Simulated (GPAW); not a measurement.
A run of GPAW 26.7.0 is set up as follows.

Contents of run.py:

```python
from ase import Atoms
from ase.dft.bandgap import bandgap
from ase.io import write
from ase.units import GPa
from gpaw import GPAW, PW

atoms = Atoms(['Cd', 'Cd', 'As', 'As', 'As', 'As', 'Ge', 'Ge'],
              cell=[[-2.9888745628, 2.9888745628, 5.6642966801],
                    [2.9888745628, -2.9888745628, 5.6642966801],
                    [2.9888745628, 2.9888745628, -5.6642966801]],
              scaled_positions=[[0.5, 0.5, 0.0],
                                [0.25, 0.75, 0.5],
                                [0.09621757, 0.125, 0.47121757],
                                [0.375, 0.90378243, 0.02878243],
                                [0.65378243, 0.625, 0.52878243],
                                [0.875, 0.34621757, 0.97121757],
                                [0.75, 0.25, 0.5],
                                [0.0, 0.0, 0.0]],
              pbc=True)

calc = GPAW(mode=PW(600),
            xc='PBE',
            kpts={'size': (4, 4, 4), 'gamma': True},
            occupations={'name': 'fermi-dirac', 'width': 0.05},
            nbands=45,
            convergence={'density': 1e-05, 'energy': 1e-05},
            maxiter=150,
            txt='gpaw.txt')
atoms.calc = calc
energy = atoms.get_potential_energy()
forces = atoms.get_forces()
stress = atoms.get_stress()
calc.write('gs.gpw')
write('result.traj', atoms)
print(f'Energy: {energy:.6f} eV')
print('Forces (eV/A):')
print(forces.round(4))
print('Stress (GPa):', (stress / GPa).round(3))
print('Fermi level:', round(calc.get_fermi_level(), 4), 'eV')
print(f'Gap: {bandgap(calc)[0]:.4f} eV, direct: {bandgap(calc, direct=True)[0]:.4f} eV')

path = atoms.cell.bandpath('GXYSGZS1NPY1Z,XP', npoints=80, eps=1e-4)
bs_calc = calc.fixed_density(kpts=path, symmetry='off', nbands=78,
                             convergence={'bands': 'CBM+6.0', 'eigenstates': 1e-6}, txt='bands.txt')
bs = bs_calc.band_structure()
bs.write('bs.json')
print(f'Gap on the path: {bandgap(bs_calc)[0]:.4f} eV')
```

Potentials or basis: GPAW PAW data sets (gpaw-data 1.2.1), pw.

Command:

```bash
$ OMP_NUM_THREADS=1 python run.py
```

Question: What does it give for the largest force?

Answer: 0.195 eV/Å.

Question: Predict the band gap along the path.

Answer: 0.04 eV, indirect (least direct gap 0.22 eV).

Question: What does it give for the pressure?

Answer: 2.2 GPa.

Stress tensor (GPa, compression positive):
```
2.25 0.00 0.00
0.00 2.25 0.00
0.00 0.00 2.14
```

Caveat: the mesh misses the band edges, which the band path finds closer together.

**Experimental background.**

From a printed reference work, data compilation, original work of 1975, for a bulk crystal of CdGeAs2 at 300 K: band gap 0.57 eV (direct).

Against the measured direct gap of CdGeAs2, 0.57 eV (direct; 300 K; a printed reference work, data compilation, original work of 1975), the calculated 0.22 eV is off by -0.35 eV. Spin-orbit coupling on As, Cd, Ge is left out. The value is that of PBE, without temperature or zero-point motion. Semilocal functionals fall short of measured gaps as a rule. The cell is a database's relaxed one, not the measured one, which moves gaps too.
